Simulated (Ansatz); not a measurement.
Born–Oppenheimer molecular dynamics of a periodic cell of 36 atoms, Tl (start crystal Tl, start structure hcp, volume 1.1 times the crystal's). It goes on from the last frame of an earlier run, with new velocities.

All numbers below come from DFT PBE, scalar-relativistic, plane waves, PAW (Ansatz). Settings: cutoff 420 eV, k mesh 1x1x1, fermi-dirac smearing 0.11 eV, no spin polarisation.

| Item | Value |
| --- | --- |
| ensemble | NVT, Langevin thermostat |
| time step | 3 fs |
| steps asked | 400 |
| set temperature | 1040 K |
| friction | 0.02 /fs |
| temperature schedule | 300 steps to 300 K, then 100 steps to 300 K |
| seed | 484793 |

Frames 60 fs apart, positions in Å, forces in eV/Å.

Velocities at 120 fs (Å/ps):

```
Tl -0.59 -3.18 2.69
Tl -2.60 -0.01 -3.20
Tl -0.63 1.27 0.77
Tl -3.43 1.22 2.73
Tl -3.37 -1.10 0.98
Tl -1.13 1.60 -1.10
Tl -2.08 1.55 1.32
Tl -1.54 -3.03 1.10
Tl 1.49 0.12 0.53
Tl -0.23 0.67 3.93
Tl -2.11 -3.24 0.56
Tl -2.41 0.45 -1.07
Tl -0.31 -0.14 0.60
Tl -1.60 -3.87 0.13
Tl -0.06 0.85 1.20
Tl 2.85 0.38 0.06
Tl 1.73 2.96 -2.69
Tl -1.21 0.11 -3.17
Tl 1.03 0.93 1.78
Tl -1.66 -0.35 4.00
Tl -0.61 0.00 -2.50
Tl 0.23 -6.31 -0.03
Tl -2.70 -1.09 0.63
Tl -1.24 0.29 1.51
Tl -3.79 1.80 2.27
Tl -1.83 0.55 0.05
Tl 1.75 -0.92 -0.18
Tl 3.21 -1.23 -2.01
Tl 2.83 3.49 -2.13
Tl -1.60 1.35 -4.74
Tl 1.79 -1.76 3.12
Tl 4.01 2.15 0.16
Tl 0.23 0.64 1.43
Tl -0.50 -0.88 2.19
Tl -0.41 1.72 -1.55
Tl 1.15 -1.74 -2.12
```

```xyz
36
Lattice="10.7151 0.0000 0.0000 -5.3575 9.2795 0.0000 0.0000 0.0000 11.4223" Properties=species:S:1:pos:R:3:forces:R:3 time_fs=120 energy_less_start_eV=-1.170 T=998
Tl -0.864 0.193 0.726 0.14 -0.31 -0.15
Tl 0.442 2.192 3.283 0.33 0.52 -0.51
Tl 0.442 0.114 5.346 -0.33 -0.28 0.85
Tl 0.477 0.829 8.745 -0.58 1.34 0.59
Tl -1.409 3.163 0.477 0.79 -0.56 0.14
Tl -1.201 4.960 3.188 0.27 -0.10 -0.07
Tl -1.751 3.077 5.666 -0.25 -0.28 0.18
Tl -2.202 5.510 8.702 0.82 -0.98 0.20
Tl -3.939 7.018 -0.381 -0.25 0.50 0.73
Tl -4.048 8.026 3.004 -0.33 -0.65 -0.21
Tl -3.602 5.846 5.635 0.12 -0.28 -0.60
Tl -3.679 7.799 7.803 0.00 -0.11 -0.51
Tl 3.192 -0.229 1.014 0.83 0.62 -0.04
Tl 3.923 1.660 3.562 -0.07 0.48 -0.79
Tl 3.503 0.269 5.973 0.43 -0.37 0.58
Tl 3.631 2.664 9.303 -0.25 -0.02 -0.26
Tl 1.421 3.987 -0.731 -0.49 0.41 0.22
Tl 2.685 4.694 3.571 -0.08 -0.36 -0.44
Tl 1.738 2.880 6.384 0.09 0.06 0.26
Tl 1.867 5.529 7.813 0.35 0.28 0.21
Tl -1.058 6.108 0.309 -0.52 -0.27 -0.04
Tl 0.287 7.737 3.487 -0.03 0.22 -0.49
Tl -0.414 6.113 5.873 -0.14 -0.45 0.06
Tl -0.085 8.194 7.980 -0.52 -0.20 0.52
Tl 6.457 -1.330 0.158 0.84 0.14 -0.08
Tl 6.820 1.365 1.598 -0.37 0.06 0.20
Tl 7.629 0.196 6.548 0.59 0.49 -0.42
Tl 6.368 1.923 8.818 0.23 -0.13 -0.28
Tl 6.568 3.748 -0.215 -0.54 0.73 -0.75
Tl 6.238 4.862 2.525 0.06 -0.03 0.34
Tl 4.906 3.943 6.096 -0.53 -0.16 0.44
Tl 4.794 6.025 9.260 -0.96 -0.88 -0.85
Tl 3.661 5.803 0.741 -0.03 -0.08 0.17
Tl 3.223 8.940 3.556 -0.16 0.76 -0.36
Tl 3.437 6.729 5.386 0.35 -0.18 0.77
Tl 3.071 8.709 9.343 0.19 0.07 0.38
36
Lattice="10.7151 0.0000 0.0000 -5.3575 9.2795 0.0000 0.0000 0.0000 11.4223" Properties=species:S:1:pos:R:3:forces:R:3 time_fs=180 energy_less_start_eV=-1.190 T=733
Tl -1.041 0.086 0.727 0.34 -0.39 -0.08
Tl 0.376 2.117 3.120 0.34 0.47 -0.08
Tl 0.401 0.273 5.484 -0.02 0.02 0.57
Tl 0.325 0.883 8.838 -0.09 0.89 0.16
Tl -1.445 3.062 0.461 0.93 -0.63 0.10
Tl -1.229 4.977 3.067 0.08 -0.51 0.08
Tl -1.889 3.134 5.644 -0.07 -0.41 -0.03
Tl -2.328 5.435 8.716 0.79 -0.89 -0.01
Tl -3.878 7.056 -0.318 -0.56 0.74 0.64
Tl -4.202 7.971 3.171 -0.34 -0.15 -0.11
Tl -3.673 5.751 5.506 -0.08 0.15 -0.44
Tl -3.837 7.701 7.774 0.00 0.42 -0.81
Tl 3.141 -0.181 1.122 0.62 0.23 -0.15
Tl 3.850 1.510 3.518 -0.08 0.77 -0.88
Tl 3.560 0.262 5.966 0.14 -0.51 0.94
Tl 3.733 2.714 9.368 0.37 -0.31 -0.34
Tl 1.565 4.162 -0.894 -1.10 0.36 1.01
Tl 2.760 4.729 3.476 -0.11 -0.38 0.19
Tl 1.881 3.079 6.426 -0.21 -0.47 0.00
Tl 1.957 5.535 7.944 0.10 1.08 -0.45
Tl -1.075 6.017 0.203 0.12 0.13 -0.28
Tl 0.228 7.519 3.420 0.26 0.67 -0.37
Tl -0.557 5.967 5.879 0.39 0.05 0.54
Tl -0.198 8.200 8.134 -0.13 -0.48 0.02
Tl 6.432 -1.148 0.172 0.31 -0.80 -0.29
Tl 6.663 1.382 1.569 -0.31 0.66 0.42
Tl 7.795 0.271 6.441 0.04 0.36 0.43
Tl 6.521 1.867 8.777 -0.16 0.12 -0.13
Tl 6.641 3.915 -0.252 -0.51 -0.05 -1.30
Tl 6.162 5.039 2.299 0.35 -0.14 1.05
Tl 4.907 3.881 6.171 -0.44 -0.12 0.43
Tl 4.845 6.097 9.248 -0.99 -1.05 -0.47
Tl 3.603 5.747 0.805 -0.19 0.27 -0.50
Tl 3.134 9.025 3.627 -0.18 0.71 -0.93
Tl 3.482 6.793 5.412 0.43 -0.67 0.74
Tl 3.034 8.637 9.265 -0.06 -0.15 0.32
36
Lattice="10.7151 0.0000 0.0000 -5.3575 9.2795 0.0000 0.0000 0.0000 11.4223" Properties=species:S:1:pos:R:3:forces:R:3 time_fs=240 energy_less_start_eV=-1.391 T=859
Tl -1.138 0.102 0.763 0.46 -0.09 -0.20
Tl 0.384 2.055 3.171 0.33 0.57 -0.41
Tl 0.335 0.440 5.613 0.25 -0.35 0.30
Tl 0.275 0.974 8.948 0.03 0.41 0.04
Tl -1.234 3.155 0.399 -0.43 -1.41 0.12
Tl -1.172 5.007 3.087 -0.35 -1.27 -0.24
Tl -1.913 3.186 5.553 -0.35 -0.95 -0.10
Tl -2.392 5.426 8.747 0.69 -0.54 -0.04
Tl -3.867 7.248 -0.267 -1.60 -0.38 -0.42
Tl -4.364 7.910 3.202 -0.37 0.69 0.22
Tl -3.707 5.764 5.455 -0.48 -0.06 -0.41
Tl -3.826 7.720 7.609 -0.43 0.40 -0.01
Tl 3.110 -0.228 0.980 1.20 1.15 0.77
Tl 3.857 1.587 3.541 -0.27 0.24 -0.60
Tl 3.767 0.125 6.024 -0.37 0.34 -0.37
Tl 3.874 2.652 9.348 -0.65 0.16 0.01
Tl 1.433 4.272 -0.737 0.00 0.07 -0.09
Tl 2.824 4.666 3.599 -0.10 0.10 0.25
Tl 1.914 3.116 6.369 -0.17 -0.62 0.07
Tl 2.125 5.532 7.903 -0.47 0.81 -0.21
Tl -1.081 5.954 0.232 -0.21 1.02 -0.40
Tl 0.245 7.361 3.362 0.71 1.35 -0.17
Tl -0.672 5.836 5.911 0.82 0.57 0.77
Tl -0.257 8.149 8.099 0.50 -0.89 0.83
Tl 6.455 -1.174 0.139 0.01 -0.58 0.11
Tl 6.539 1.466 1.599 -0.34 0.86 -0.09
Tl 7.835 0.265 6.318 -0.20 0.54 1.10
Tl 6.582 1.787 8.762 0.16 -0.19 -0.31
Tl 6.458 4.087 -0.495 0.41 -0.47 0.26
Tl 6.125 5.112 2.345 0.48 -0.90 0.04
Tl 4.924 3.799 6.272 -0.12 -0.05 0.40
Tl 4.761 5.929 9.190 -0.09 -0.03 -0.16
Tl 3.478 5.783 0.857 0.10 0.29 -0.36
Tl 2.943 9.100 3.471 0.07 0.15 -0.29
Tl 3.575 6.907 5.491 0.53 -0.73 0.04
Tl 3.001 8.632 9.384 0.23 -0.23 -0.48
36
Lattice="10.7151 0.0000 0.0000 -5.3575 9.2795 0.0000 0.0000 0.0000 11.4223" Properties=species:S:1:pos:R:3:forces:R:3 time_fs=300 energy_less_start_eV=-1.910 T=793
Tl -1.036 0.126 0.822 0.11 -0.12 -0.29
Tl 0.349 1.926 3.281 0.36 0.84 -0.51
Tl 0.381 0.334 5.682 0.04 0.02 0.53
Tl 0.219 1.052 9.104 0.20 0.15 -0.10
Tl -1.195 3.175 0.496 -0.79 -1.36 0.09
Tl -1.153 4.929 3.009 0.11 -0.35 0.30
Tl -1.969 3.150 5.573 -0.36 -0.38 -0.23
Tl -2.312 5.394 8.636 0.27 -0.61 0.40
Tl -4.069 7.307 -0.097 -1.20 -0.47 -0.43
Tl -4.532 7.922 3.268 -0.37 0.51 -0.23
Tl -3.764 5.842 5.384 -0.25 -0.79 -0.49
Tl -3.716 7.699 7.487 -0.39 0.58 1.01
Tl 3.140 -0.120 0.886 0.84 0.78 0.43
Tl 3.861 1.663 3.366 -0.55 0.21 0.08
Tl 3.828 0.172 5.976 -0.26 0.65 -0.79
Tl 3.909 2.540 9.398 -0.80 -0.05 -0.09
Tl 1.284 4.223 -0.707 0.33 0.07 -0.64
Tl 2.743 4.691 3.675 -0.12 0.02 -0.13
Tl 1.977 3.073 6.297 -0.19 -0.51 0.23
Tl 2.102 5.641 7.764 -0.47 0.35 0.13
Tl -1.224 6.025 0.147 -0.66 0.56 -0.35
Tl 0.405 7.405 3.266 0.02 0.27 -0.02
Tl -0.671 5.759 5.950 0.70 0.62 0.14
Tl -0.236 8.161 8.042 0.58 -0.77 0.88
Tl 6.368 -1.318 0.040 0.21 0.31 0.27
Tl 6.435 1.612 1.678 -0.09 0.48 -0.69
Tl 7.924 0.319 6.286 -0.10 -0.11 0.84
Tl 6.689 1.830 8.600 0.14 0.04 -0.37
Tl 6.299 4.080 -0.573 0.96 -0.42 0.65
Tl 6.284 5.081 2.370 0.06 -0.83 -0.28
Tl 4.951 3.759 6.263 0.13 0.02 0.43
Tl 4.777 5.774 9.120 -0.27 0.55 -0.66
Tl 3.297 5.860 0.700 0.67 0.10 0.28
Tl 2.824 9.226 3.390 0.44 -0.11 0.22
Tl 3.680 6.827 5.467 0.44 -0.02 -0.14
Tl 3.016 8.604 9.438 0.26 -0.24 -0.49
36
Lattice="10.7151 0.0000 0.0000 -5.3575 9.2795 0.0000 0.0000 0.0000 11.4223" Properties=species:S:1:pos:R:3:forces:R:3 time_fs=360 energy_less_start_eV=-2.587 T=754
Tl -0.869 0.091 0.741 -0.16 0.03 -0.09
Tl 0.393 1.882 3.228 0.38 0.67 -0.08
Tl 0.371 0.275 5.731 0.03 0.12 -0.01
Tl 0.394 1.173 9.172 0.09 0.02 0.01
Tl -1.366 3.051 0.653 -0.24 -1.14 -0.27
Tl -1.243 4.823 3.027 0.49 0.31 0.64
Tl -2.043 3.043 5.580 -0.16 0.23 -0.32
Tl -2.348 5.354 8.549 0.12 -0.79 0.43
Tl -4.231 7.275 -0.094 -0.24 -0.50 -0.37
Tl -4.494 7.930 3.187 -0.46 0.39 -0.22
Tl -3.719 5.896 5.212 -0.07 -0.72 0.16
Tl -3.651 7.709 7.500 -0.29 0.39 0.57
Tl 3.084 0.000 0.861 0.50 0.19 0.07
Tl 3.792 1.727 3.346 -0.55 -0.09 0.13
Tl 3.808 0.463 6.057 0.00 0.27 -0.08
Tl 3.920 2.569 9.374 -0.71 -0.03 0.07
Tl 1.250 4.249 -0.765 0.00 -0.20 -0.48
Tl 2.795 4.554 3.574 -0.22 0.31 0.15
Tl 1.995 2.963 6.441 -0.27 -0.34 -0.02
Tl 2.041 5.593 7.706 -0.12 0.60 0.23
Tl -1.302 5.881 0.082 -0.56 1.00 -0.30
Tl 0.452 7.471 3.188 -0.42 -0.42 -0.05
Tl -0.577 5.703 5.994 0.38 0.36 -0.23
Tl -0.273 8.109 8.050 0.39 -0.45 0.42
Tl 6.425 -1.359 0.020 -0.73 0.45 0.42
Tl 6.342 1.762 1.734 -0.08 0.07 -0.73
Tl 8.006 0.305 6.373 -0.03 -0.78 0.23
Tl 6.706 1.939 8.464 0.10 0.04 -0.26
Tl 6.386 4.007 -0.529 0.40 -0.02 -0.33
Tl 6.305 4.920 2.306 -0.11 -0.09 0.12
Tl 4.987 3.839 6.381 0.10 0.08 0.14
Tl 4.844 5.857 8.978 -0.12 0.15 -0.32
Tl 3.182 6.014 0.706 1.10 -0.33 0.43
Tl 2.779 9.268 3.233 0.81 -0.14 0.72
Tl 3.727 6.737 5.362 0.16 0.27 -0.03
Tl 3.004 8.580 9.452 0.50 0.10 -0.74
36
Lattice="10.7151 0.0000 0.0000 -5.3575 9.2795 0.0000 0.0000 0.0000 11.4223" Properties=species:S:1:pos:R:3:forces:R:3 time_fs=420 energy_less_start_eV=-3.167 T=670
Tl -0.828 0.040 0.739 -0.32 0.29 -0.21
Tl 0.506 1.973 3.316 0.11 0.18 0.00
Tl 0.426 0.268 5.819 -0.13 0.39 -0.82
Tl 0.317 1.168 9.196 0.24 0.17 -0.01
Tl -1.455 2.946 0.682 0.08 -0.44 -0.19
Tl -1.215 4.720 3.139 0.31 0.16 -0.41
Tl -2.116 3.142 5.540 -0.24 -1.00 0.15
Tl -2.451 5.153 8.470 0.13 -0.46 -0.11
Tl -4.274 7.289 -0.129 0.24 -0.44 -0.36
Tl -4.541 7.893 3.087 -0.35 0.31 0.38
Tl -3.601 5.810 5.199 -0.51 0.03 0.12
Tl -3.642 7.755 7.486 0.32 -0.40 0.79
Tl 3.103 0.083 0.961 0.28 -0.08 -0.12
Tl 3.780 1.818 3.381 -0.15 -0.48 0.39
Tl 3.853 0.655 6.273 0.03 0.21 -0.06
Tl 3.876 2.581 9.351 -0.32 0.01 0.26
Tl 1.298 4.346 -0.739 -0.35 -0.39 -0.19
Tl 2.705 4.485 3.524 -0.27 0.99 0.48
Tl 1.884 2.963 6.582 -0.26 -0.26 -0.27
Tl 2.056 5.511 7.875 -0.10 1.03 -0.11
Tl -1.365 5.939 -0.071 -0.36 0.37 0.03
Tl 0.295 7.326 3.069 0.18 0.09 -0.18
Tl -0.501 5.768 5.932 0.64 0.59 0.36
Tl -0.308 8.073 8.146 0.22 -0.57 0.35
Tl 6.403 -1.367 0.040 -0.32 0.33 0.26
Tl 6.328 1.814 1.738 0.03 -0.37 -0.52
Tl 8.129 0.131 6.342 -0.18 0.05 0.18
Tl 6.721 2.015 8.316 0.08 -0.01 -0.42
Tl 6.524 4.105 -0.518 0.08 -0.30 -0.59
Tl 6.260 4.883 2.292 -0.04 0.17 0.40
Tl 5.016 3.859 6.361 -0.17 0.06 0.04
Tl 4.909 5.889 8.945 -0.22 0.13 -0.30
Tl 3.271 6.027 0.717 1.00 -0.12 0.38
Tl 2.913 9.230 3.216 0.06 -0.15 0.69
Tl 3.846 6.669 5.375 0.05 0.00 -0.06
Tl 2.990 8.689 9.412 0.21 -0.11 -0.30
```

Of the whole run (1200 fs, mean temperature of the second half 409 K): The schedule's set-point averaged 362 K over the second half and the system 409 K. A run of 1.2 ps of so small a system gives no equilibrium averages. Limits of this set-up: coarse k mesh.

Time of the run: 17 min on 4 threads of Intel(R) Xeon(R) 6975P-C (Granite Rapids), with other jobs on the host, peak memory 1.4 GiB.
